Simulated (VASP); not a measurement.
Write the native input for VASP 6.6.1 that does the following.

* Task: single point
* Functional: PBE
* Potentials or basis: VASP PAW PBE potentials, release 64 (K_sv)
* Cutoff: 520 eV
* k mesh: 5 × 5 × 3
* Occupations: gaussian, width 0.15 eV
* Spin: no spin polarisation
* Dipole correction: no
* Further INCAR settings: ALGO = Fast; EDIFF = 1e-07; NBANDS = 16

The structure of K lies in POSCAR:

```
K
1.0
    4.7623960000      0.0000000000      0.0000000000
   -2.3811980000      4.1243559189      0.0000000000
    0.0000000000      0.0000000000      7.8299710000
K
2
Direct
    0.3333330000      0.6666670000      0.2500000000
    0.6666670000      0.3333330000      0.7500000000
```

This isn't the form of K at room conditions, which is bcc.

These files were run (other wordings do the same):

INCAR

```
PREC = Accurate
ENCUT = 520
EDIFF = 1E-7
ISMEAR = 0
SIGMA = 0.15
LREAL = False
LASPH = True
NELM = 60
ALGO = Fast
ISIF = 2
LWAVE = False
LCHARG = False
GGA = PE
NBANDS = 16
```

KPOINTS

```
Automatic mesh
0
Gamma
  5 5 3
```

Potentials or basis: VASP PAW PBE potentials, release 64 (K_sv).

The run is started by

```sh
$ cat potpaw_PBE.64/K_sv/POTCAR > POTCAR
$ mpirun -np 1 vasp_std > vasp.out
```

It gave:

The pressure is -0.2 GPa and the band gap on the k mesh is none (metal or under the smearing width).

Wall time 35 s on 1 thread of AMD EPYC 7R43 64-Core Processor (Zen 3), on a shared host, peak memory 0.21 GiB.
